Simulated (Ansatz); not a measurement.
Runs of Ansatz 0.2.0 on HfC. It takes space group Imm2 (No. 44, orthorhombic). Conventional cell: a = 2.793 Å, b = 4.994 Å, c = 3.695 Å, α = 90.00°, β = 90.00°, γ = 90.00°. Hf (site symmetry mm2) has 2 C at 1.80 Å as nearest neighbours. C (site symmetry mm2) has 2 Hf at 1.80 Å as nearest neighbours. The cell was built by a generator and needn't be a form met in nature.

| task | level | spin | cell | k mesh | cutoff (eV) | points for each segment of the path | gap on the mesh (eV) | pressure (GPa) | relaxed volume (Å³/atom) | largest force (eV/Å) |
| --- | --- | --- | --- | --- | --- | --- | --- | --- | --- | --- |
| band structure | BLYP | off | as given | 12 × 12 × 12 | 420 | 14 | 0.42 | 73.5 | - | 11.45 |
| band structure | r2SCAN | off | as given | 12 × 12 × 12 | 500 | 14 | 0.60 | 64.4 | - | 11.27 |
| relaxation of cell and atoms | BLYP | off | relaxed | 12 × 12 × 12 | 420 | - | none | 0.0 | (a) | - |
| relaxation of cell and atoms | revPBE | off | relaxed | 12 × 12 × 12 | 420 | - | none | 0.0 | 12.74 | - |
| band structure | LDA | SOC, no magnetisation | as given | 9 × 9 × 9 | 420 | 14 | 0.32 | 53.7 | - | 10.89 |
| relaxation of cell and atoms | LDA | off | relaxed | 12 × 12 × 12 | 420 | - | none | 0.0 | 11.95 | - |
| relaxation of cell and atoms | PBEsol | off | relaxed | 12 × 12 × 12 | 420 | - | none | 0.0 | 12.22 | - |
| band structure | PBEsol | off | as given | 12 × 12 × 12 | 420 | 14 | 0.33 | 60.0 | - | 11.27 |
| band structure | r2SCAN | SOC, no magnetisation | as given | 9 × 9 × 9 | 500 | 14 | 0.59 | 63.6 | - | 11.27 |

Alike in all rows: potentials or basis Ansatz PAW; smearing fermi-dirac 0.05 eV.

Question: Fill in the values left out.

Answer: (a) 12.98.

Caveats: the PAW data sets come from PBE, with cores solved anew for the run's functional, which leaves a small shift of forces and pressure; a pressure of tens of GPa on the cell as given is suspect, and the run, the potentials or the cell itself is likely at fault (some runs); forces of over 1 eV/Å show positions far from the minimum, so gaps and moduli don't describe the material at rest (some runs); the plane-wave basis is chosen anew once the cell has moved, so the energies of steps on either side of that aren't comparable (some runs); spin-orbit coupling is left out, which moves the levels of the heavy elements (some runs); the k mesh misses the band edges, so the gap on the mesh is wider than the one along the path (some runs).

A k mesh can miss the band edges, and rows without SOC leave out spin-orbit coupling on Hf.

A gap of «none» marks a metal or a gap under the smearing width.

Runs at the PBE level aren't shown here.
